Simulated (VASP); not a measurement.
# Ti3Al (Fm-3m) in VASP: notebook

The runs below take Ti3Al through relaxation of cell and atoms, with PBEsol, LDA, PBE, PBE+D3(BJ).

Program: VASP 6.6.1. These are calculated values, not measurements. Logs are shortened: lines on timing, memory, paths and dates and some standing lists are left out, and cuts for length are marked.

## Step 1: The crystal as given

Symmetry: Fm-3m, No. 225, cubic system. The conventional cell has a = 6.464 Å, b = 6.464 Å, c = 6.464 Å, α = 90.00°, β = 90.00°, γ = 90.00°. Ti (site symmetry -43m) is surrounded by 4 Ti at 2.80 Å and 4 Al at 2.80 Å. Around Ti (site symmetry m-3m) lie 8 Ti at 2.80 Å. Al (site symmetry m-3m) is surrounded by 8 Ti at 2.80 Å.

The cell comes from a database or a generator and needn't be the stable form of this composition.

## Step 2: Relaxation of cell and atoms, PBEsol

INCAR reads:

```
PREC = Accurate
ENCUT = 600
EDIFF = 1E-7
ISMEAR = 0
SIGMA = 0.1
LREAL = False
LASPH = True
NELM = 100
ALGO = Fast
ISIF = 3
LWAVE = False
LCHARG = False
GGA = PS
IBRION = 2
NSW = 90
EDIFFG = -0.005
```

KPOINTS reads:

```
regular mesh
0
Gamma
  12 12 12
```

POSCAR reads:

```
Ti3Al
1.0
    0.0000000000      3.2317810000      3.2317810000
    3.2317810000      0.0000000000      3.2317810000
    3.2317810000      3.2317810000      0.0000000000
Ti Al
3 1
Direct
    0.7500000000      0.7500000000      0.7500000000
    0.2500000000      0.2500000000      0.2500000000
    0.0000000000      0.0000000000      0.0000000000
    0.5000000000      0.5000000000      0.5000000000
```

Potentials or basis: VASP PAW PBE potentials, release 64 (Ti_sv, Al).

Started as:

```sh
$ cat potpaw_PBE.64/Ti_sv/POTCAR potpaw_PBE.64/Al/POTCAR > POTCAR
$ mpirun -np 1 vasp_std > vasp.out
```

OUTCAR:

```text
PREC = Accurate
   ENCUT = 600
   EDIFF = 1E-7
   ISMEAR = 0
   LREAL = False
   LASPH = True
   NELM = 100
   ISIF = 3
   GGA = PS
   IBRION = 2
   NSW = 90
   EDIFFG = -0.005

 ion  position               nearest neighbor table
   1  0.750  0.750  0.750-   4 2.80   4 2.80   4 2.80   3 2.80   4 2.80   3 2.80   3 2.80   3 2.80

   2  0.250  0.250  0.250-   3 2.80   3 2.80   3 2.80   3 2.80   4 2.80   4 2.80   4 2.80   4 2.80

   3  0.000  0.000  0.000-   1 2.80   1 2.80   1 2.80   1 2.80   2 2.80   2 2.80   2 2.80   2 2.80

   4  0.500  0.500  0.500-   2 2.80   2 2.80   2 2.80   1 2.80   2 2.80   1 2.80   1 2.80   1 2.80

  LATTYP: Found a face centered cubic cell.
 ALAT       =     6.4635620000

  Lattice vectors:

 A1 = (   0.0000000000,   3.2317810000,   3.2317810000)
 A2 = (   3.2317810000,   0.0000000000,   3.2317810000)
 A3 = (   3.2317810000,   3.2317810000,   0.0000000000)

Analysis of symmetry for initial positions (statically):
=====================================================================
 Subroutine PRICEL returns:
 Original cell was already a primitive cell.

 Routine SETGRP: Setting up the symmetry group for a
 face centered cubic supercell.

 Subroutine GETGRP returns: Found 48 space group operations
 (whereof 48 operations were pure point group operations)
 out of a pool of 48 trial point group operations.

The static configuration has the point symmetry O_h .

Analysis of symmetry for dynamics (positions and initial velocities):
=====================================================================
 Subroutine PRICEL returns:
 Original cell was already a primitive cell.

 Routine SETGRP: Setting up the symmetry group for a
 face centered cubic supercell.

 Subroutine GETGRP returns: Found 48 space group operations
 (whereof 48 operations were pure point group operations)
 out of a pool of 48 trial point group operations.

The dynamic configuration has the point symmetry O_h .

 Subroutine INISYM returns: Found 48 space group operations
 (whereof 48 operations are pure point group operations),
 and found     1 'primitive' translations

----------------------------------------------------------------------------------------

                                     Primitive cell

  volume of cell :      67.5081

  direct lattice vectors                    reciprocal lattice vectors
     0.000000000  3.231781000  3.231781000    -0.154713454  0.154713454  0.154713454
     3.231781000  0.000000000  3.231781000     0.154713454 -0.154713454  0.154713454
     3.231781000  3.231781000  0.000000000     0.154713454  0.154713454 -0.154713454

  length of vectors
     4.570428521  4.570428521  4.570428521     0.267971562  0.267971562  0.267971562

  position of ions in fractional coordinates (direct lattice)
     0.750000000  0.750000000  0.750000000
     0.250000000  0.250000000  0.250000000
     0.000000000  0.000000000  0.000000000
     0.500000000  0.500000000  0.500000000

  ion indices of the primitive-cell ions
   primitive index   ion index
                 1           1
                 2           2
                 3           3
                 4           4

----------------------------------------------------------------------------------------

 KPOINTS: regular mesh

Automatic generation of k-mesh.
 Grid dimensions read from file:
 generate k-points for:   12   12   12

 Generating k-lattice:

  Cartesian coordinates                     Fractional coordinates (reciprocal lattice)
    -0.012892788  0.012892788  0.012892788     0.083333333  0.000000000  0.000000000
     0.012892788 -0.012892788  0.012892788     0.000000000  0.083333333  0.000000000
     0.012892788  0.012892788 -0.012892788     0.000000000  0.000000000  0.083333333

  Length of vectors
     0.022330964  0.022330964  0.022330964

  Shift w.r.t. Gamma in fractional coordinates (k-lattice)
     0.000000000  0.000000000  0.000000000

 Subroutine IBZKPT returns following result:
 ===========================================

 Found     72 irreducible k-points:

 Following reciprocal coordinates:
            Coordinates               Weight
  0.000000  0.000000  0.000000      1.000000
  0.083333  0.000000  0.000000      8.000000
  0.166667  0.000000  0.000000      8.000000
  0.250000  0.000000  0.000000      8.000000
  0.333333  0.000000  0.000000      8.000000
  0.416667  0.000000  0.000000      8.000000
[... 16 lines left out ...]
  0.500000  0.166667  0.000000     24.000000
 -0.416667  0.166667  0.000000     24.000000
 [... further k-points ...]
   k-points           NKPTS =     72   k-points in BZ     NKDIM =     72   number of bands    NBANDS=     23
   number of dos      NEDOS =    301   number of ions     NIONS =      4
   total plane-waves  NPLWV =  64000
   dimension x,y,z NGX =    40 NGY =   40 NGZ =   40
   dimension x,y,z NGXF=    80 NGYF=   80 NGZF=   80
   ions per type =               3   1
   NGX,Y,Z   is equivalent  to a cutoff of  14.55, 14.55, 14.55 a.u.
[... 55 lines left out ...]

 Free energy of the ion-electron system (eV)
  ---------------------------------------------------
  ext. energy  EPLUGINS =         0.00000000
  ---------------------------------------------------
  free energy    TOTEN  =       -29.65320545 eV

  energy without entropy =      -29.60943295  energy(sigma->0) =      -29.63131920

------------------------ aborting loop because EDIFF is reached ----------------------------------------

  FORCE on cell =-STRESS in cart. coord.  units (eV):
  Direction    XX          YY          ZZ          XY          YZ          ZX
  --------------------------------------------------------------------------------------
  -------------------------------------------------------------------------------------
  Total       -2.0631525     -2.0631525     -2.0631525      0.0000000      0.0000000     -0.0000000
  in kB      -48.9650449    -48.9650449    -48.9650449      0.0000000      0.0000000     -0.0000000
  external PRESSURE =     -48.9650449 kB  Pullay stress =       0.0000000 kB

 VOLUME and BASIS-vectors are now :
 -----------------------------------------------------------------------------
  energy-cutoff  :      600.00
  volume of cell :       67.51
      direct lattice vectors                 reciprocal lattice vectors
     0.000000000  3.231781000  3.231781000    -0.154713454  0.154713454  0.154713454
     3.231781000  0.000000000  3.231781000     0.154713454 -0.154713454  0.154713454
     3.231781000  3.231781000  0.000000000     0.154713454  0.154713454 -0.154713454
[... 39 lines left out ...]
 POSITION                                       TOTAL-FORCE (eV/Angst)
 -----------------------------------------------------------------------------------
      4.72705      4.72705      4.72705         0.000000     -0.000000      0.000000
      1.57568      1.57568      1.57568        -0.000000      0.000000     -0.000000
      0.00000      3.15136      3.15136        -0.000000     -0.000000      0.000000
      3.15136      3.15136      3.15136        -0.000000     -0.000000      0.000000
 -----------------------------------------------------------------------------------
    total drift:                               -0.000000     -0.000000      0.000000

  FREE ENERGIE OF THE ION-ELECTRON SYSTEM (eV)
  ---------------------------------------------------
  free  energy   TOTEN  =       -29.6763158915 eV

  energy  without entropy=      -29.6354988303  energy(sigma->0) =      -29.65590736

--------------------------------------- Ionic step        3  -------------------------------------------

 number of electron      38.9999999 magnetization

 Free energy of the ion-electron system (eV)
  ---------------------------------------------------
  ext. energy  EPLUGINS =         0.00000000
  ---------------------------------------------------
  free energy    TOTEN  =       -29.69979792 eV

  energy without entropy =      -29.65773977  energy(sigma->0) =      -29.67876885

 E-fermi :   8.4294     XC(G=0): -11.5784

 val. band max:        8.4274777168   @ k =  -0.2500   0.3333   0.0833
 cond. band min:       8.4380357146   @ k =   0.4167   0.3333   0.0833
 fundamental gap:      0.0105579978
 Fermi energy:         8.4294436167

 k-point     1 :       0.0000    0.0000    0.0000
  band No.  band energies     occupation
      1     -47.8528      2.00000
      2     -47.7685      2.00000
      3     -47.5351      2.00000
      4     -24.2540      2.00000
      5     -24.2540      2.00000
      6     -24.2540      2.00000
[... 15 lines left out ...]
     22      10.7989      0.00000
     23      10.7989      0.00000
[... 575 lines left out ...]
      1     -47.7996      2.00000
      2     -47.7894      2.00000
      3     -47.5682      2.00000
      4     -24.3639      2.00000
      5     -24.3628      2.00000
      6     -24.3035      2.00000
[... 15 lines left out ...]
     22       9.2880      0.00000
     23       9.5142      0.00000

 [... further k-points ...]
[... 5 lines left out ...]
  --------------------------------------------------------------------------------------
  -------------------------------------------------------------------------------------
  Total       -0.0065014     -0.0065014     -0.0065014      0.0000000      0.0000000     -0.0000000
  in kB       -0.1613180     -0.1613180     -0.1613180      0.0000000      0.0000000     -0.0000000
  external PRESSURE =      -0.1613180 kB  Pullay stress =       0.0000000 kB

 VOLUME and BASIS-vectors are now :
 -----------------------------------------------------------------------------
  energy-cutoff  :      600.00
  volume of cell :       64.57
      direct lattice vectors                 reciprocal lattice vectors
     0.000000000  3.184215480  3.184215480    -0.157024549  0.157024549  0.157024549
     3.184215480  0.000000000  3.184215480     0.157024549 -0.157024549  0.157024549
     3.184215480  3.184215480 -0.000000000     0.157024549  0.157024549 -0.157024549

 POSITION                                       TOTAL-FORCE (eV/Angst)
 -----------------------------------------------------------------------------------
      4.77632      4.77632      4.77632        -0.000000     -0.000000     -0.000000
      1.59211      1.59211      1.59211         0.000000      0.000000      0.000000
      0.00000      0.00000      0.00000         0.000000     -0.000000     -0.000000
      3.18422      3.18422      3.18422         0.000000     -0.000000     -0.000000
 -----------------------------------------------------------------------------------
    total drift:                               -0.000000     -0.000000      0.000000

  FREE ENERGIE OF THE ION-ELECTRON SYSTEM (eV)
  ---------------------------------------------------
  free  energy   TOTEN  =       -29.6997979223 eV

  energy  without entropy=      -29.6577397678  energy(sigma->0) =      -29.67876885

 reached required accuracy - stopping structural energy minimisation
```

It took 28 min on 1 thread of AMD EPYC 7R13 (Zen 3), shared host; peak memory 0.3 GiB.

What came out:

```
Free energy                            : -29.6998 eV
Relaxed volume                         : 16.14 Å³/atom
Relaxed cell                           : a = 4.503 Å, b = 4.503 Å, c = 4.503 Å, α = 60.00°, β = 60.00°, γ = 60.00°
Space group after relaxing (to 0.05 Å) : Fm-3m (No. 225)
Energy gained by relaxing              : 11.6 meV/atom
Ionic steps                            : 3
Pressure after relaxing                : 0.0 GPa
Band gap on the k mesh                 : none (metal or under the smearing width)
```

The path:
| step | energy change (eV) | largest force (eV/Å) | pressure (GPa) | volume (Å³) |
| --- | --- | --- | --- | --- |
| 1 | 0.0000 | 0.0000 | -4.90 | 67.51 |
| 2 | -0.0231 | 0.0000 | 3.91 | 62.59 |
| 3 | -0.0466 | 0.0000 | -0.02 | 64.57 |

Final structure:
```xyz
4
Lattice="0.0000 3.1842 3.1842 3.1842 0.0000 3.1842 3.1842 3.1842 0.0000" Properties=species:S:1:pos:R:3 pbc="T T T"
Ti    4.7763    4.7763    4.7763
Ti    1.5921    1.5921    1.5921
Ti    0.0000    0.0000    0.0000
Al    3.1842    3.1842    3.1842
```

Caveat: the PAW data sets were made with another functional, which shifts forces and pressure a little.

## Step 3: Relaxation of cell and atoms, LDA

INCAR, as its differences from that of step 2:

```diff
@@ -12,3 +12,2 @@
 LCHARG = False
-GGA = PS
 IBRION = 2
```

KPOINTS is that of step 2.

POSCAR is that of step 2.

Potentials or basis: VASP PAW LDA potentials, release 64 (Ti_sv, Al).

Started as:

```sh
$ cat potpaw_LDA.64/Ti_sv/POTCAR potpaw_LDA.64/Al/POTCAR > POTCAR
$ mpirun -np 1 vasp_std > vasp.out
```

Wall time 43 min (1 thread of AMD EPYC 7R13 (Zen 3), shared host); peak memory 0.27 GiB.

The run converged. Its results:

| Item | Value |
| --- | --- |
| Free energy | -30.4753 eV |
| Relaxed volume | 15.60 Å³/atom |
| Relaxed cell | a = 4.453 Å, b = 4.453 Å, c = 4.453 Å, α = 60.00°, β = 60.00°, γ = 60.00° |
| Space group after relaxing (to 0.05 Å) | Fm-3m (No. 225) |
| Energy gained by relaxing | 36.2 meV/atom |
| Ionic steps | 6 |
| Pressure after relaxing | 0.0 GPa |
| Band gap on the k mesh | none (metal or under the smearing width) |

Step by step:
| step | energy change (eV) | largest force (eV/Å) | pressure (GPa) | volume (Å³) |
| --- | --- | --- | --- | --- |
| 1 | 0.0000 | 0.0000 | -8.57 | 67.51 |
| 2 | -0.0676 | 0.0000 | 7.70 | 59.07 |
| 3 | -0.1448 | 0.0000 | -0.06 | 62.44 |
| 4 | -0.1447 | 0.0000 | 0.16 | 62.34 |
| 5 | -0.1447 | 0.0000 | -0.11 | 62.47 |
| 6 | -0.1448 | 0.0000 | -0.01 | 62.42 |

Final structure:
```
Ti Al
1.0
     0.00000    3.14841    3.14841
     3.14841    0.00000    3.14841
     3.14841    3.14841    0.00000
Ti Al
3 1
Cartesian
  4.7226 4.7226 4.7226
  1.5742 1.5742 1.5742
  3.1484 0.0000 3.1484
  3.1484 3.1484 3.1484
```

Levels at points of the mesh, in eV from the Fermi level:
| k point | band 17 | band 18 | band 19 | band 20 | band 21 | band 22 | band 23 |
| --- | --- | --- | --- | --- | --- | --- | --- |
| (0.00, 0.00, 0.00) | -1.80 | -1.80 | 0.05 | 0.05 | 0.05 | 2.44 | 2.44 |
| (0.50, 0.00, 0.00) | -0.41 | -0.36 | -0.36 | -0.01 | -0.01 | 0.90 | 1.06 |
| (0.50, 0.50, 0.00) | -0.50 | -0.50 | -0.17 | -0.15 | -0.15 | 1.13 | 1.34 |

## Step 4: Relaxation of cell and atoms, PBE

INCAR, as its differences from that of step 3:

```diff
@@ -12,2 +12,3 @@
 LCHARG = False
+GGA = PE
 IBRION = 2
```

KPOINTS is that of step 3.

POSCAR is that of step 3.

Potentials or basis: VASP PAW PBE potentials, release 64 (Ti_sv, Al).

Started as:

```sh
$ cat potpaw_PBE.64/Ti_sv/POTCAR potpaw_PBE.64/Al/POTCAR > POTCAR
$ mpirun -np 1 vasp_std > vasp.out
```

Run time: 42 min. Hardware: 1 thread of AMD EPYC 7R13 (Zen 3), shared host; peak memory 0.3 GiB.

The run converged. Its results:

```yaml
Free_energy: -27.8218 eV
Relaxed_volume: 16.70 Å³/atom
Relaxed_cell: a = 4.554 Å, b = 4.554 Å, c = 4.554 Å, α = 60.00°, β = 60.00°, γ = 60.00°
Space_group_after_relaxing_to_0.05_Å: Fm-3m (No. 225)
Energy_gained_by_relaxing: 0.7 meV/atom
Ionic_steps: 3
Pressure_after_relaxing: 0.0 GPa
Band_gap_on_the_k_mesh: none (metal or under the smearing width)
```

Step by step:
```csv
step,energy change (eV),largest force (eV/Å),pressure (GPa),volume (Å³)
1,0.0000,0.0000,-1.17,67.51
2,-0.0015,0.0000,0.81,66.31
3,-0.0027,0.0000,0.01,66.79
```

Final structure:
```
Ti Al
1.0
     0.00000    3.22026    3.22026
     3.22026    0.00000    3.22026
     3.22026    3.22026    0.00000
Ti Al
3 1
Direct
  0.75000 0.75000 0.75000
  0.25000 0.25000 0.25000
  0.00000 0.00000 0.00000
  0.50000 0.50000 0.50000
```

Levels at points of the mesh, in eV from the Fermi level:
```tsv
k point	band 17	band 18	band 19	band 20	band 21	band 22
(0.00, 0.00, 0.00)	-1.65	-1.65	0.02	0.02	0.02	2.28
(0.50, 0.00, 0.00)	-0.37	-0.30	-0.30	-0.05	-0.05	0.81
(0.50, 0.50, 0.00)	-0.62	-0.62	-0.11	-0.09	-0.09	1.15
```

## Step 5: Relaxation of cell and atoms, PBE+D3(BJ)

INCAR, as its differences from that of step 4:

```diff
@@ -13,2 +13,3 @@
 GGA = PE
+IVDW = 12
 IBRION = 2
```

KPOINTS is that of step 4.

POSCAR is that of step 4.

Started as:

```sh
$ cat potpaw_PBE.64/Ti_sv/POTCAR potpaw_PBE.64/Al/POTCAR > POTCAR
$ mpirun -np 1 vasp_std > vasp.out
```

Wall time 50 min (1 thread of AMD EPYC 7R13 (Zen 3), shared host); peak memory 0.31 GiB.

The run converged. Its results:

| Item | Value |
| --- | --- |
| Free energy | -30.0531 eV |
| Relaxed volume | 15.90 Å³/atom |
| Relaxed cell | a = 4.480 Å, b = 4.480 Å, c = 4.480 Å, α = 60.00°, β = 60.00°, γ = 60.00° |
| Space group after relaxing (to 0.05 Å) | Fm-3m (No. 225) |
| Energy gained by relaxing | 20.9 meV/atom |
| Ionic steps | 3 |
| Pressure after relaxing | 0.0 GPa |
| Band gap on the k mesh | none (metal or under the smearing width) |
| Dispersion energy per atom | -0.572 eV |

The path:
```tsv
step	energy change (eV)	largest force (eV/Å)	pressure (GPa)	volume (Å³)
1	0.0000	0.0000	-6.50	67.51
2	-0.0420	0.0000	5.37	61.04
3	-0.0834	0.0000	-0.02	63.60
```

Final structure:
```
Ti Al
1.0
     0.00000    3.16817    3.16817
     3.16817    0.00000    3.16817
     3.16817    3.16817    0.00000
Ti Al
3 1
Direct
  0.75000 0.75000 0.75000
  0.25000 0.25000 0.25000
  0.00000 0.00000 0.00000
  0.50000 0.50000 0.50000
```

Levels at points of the mesh, in eV from the Fermi level:
```csv
k point,band 15,band 16,band 17,band 18,band 19,band 20,band 21,band 22,band 23
"(0.00, 0.00, 0.00)",-1.79,-1.78,-1.78,-1.78,0.03,0.03,0.03,2.41,2.41
"(0.50, 0.00, 0.00)",-1.98,-1.98,-0.38,-0.33,-0.33,-0.04,-0.04,0.88,1.06
"(0.50, 0.50, 0.00)",-2.03,-2.01,-0.59,-0.59,-0.15,-0.11,-0.11,1.16,1.31
```

Caveat: pairwise dispersion overbinds metals, which lowers pressure and volume.

## Step 6: The runs side by side

```csv
level,potentials or basis,gap on the mesh (eV),pressure (GPa),relaxed volume (Å³/atom)
PBEsol,"VASP PAW PBE potentials, release 64 (Ti_sv, Al)",none,0.0,16.14
LDA,"VASP PAW LDA potentials, release 64 (Ti_sv, Al)",none,0.0,15.60
PBE,"VASP PAW PBE potentials, release 64 (Ti_sv, Al)",none,0.0,16.70
PBE+D3(BJ),"VASP PAW PBE potentials, release 64 (Ti_sv, Al)",none,0.0,15.90
```

Alike in all rows: task relaxation of cell and atoms; no spin polarisation; cell relaxed; k mesh 12 × 12 × 12; cutoff (eV) 600; smearing gaussian 0.1 eV.

Caveats: the PAW data sets were made with another functional, which shifts forces and pressure a little (some runs); pairwise dispersion overbinds metals, which lowers pressure and volume (some runs).

Total energies depend on the potentials used, so only differences within one code and one set of settings carry meaning.
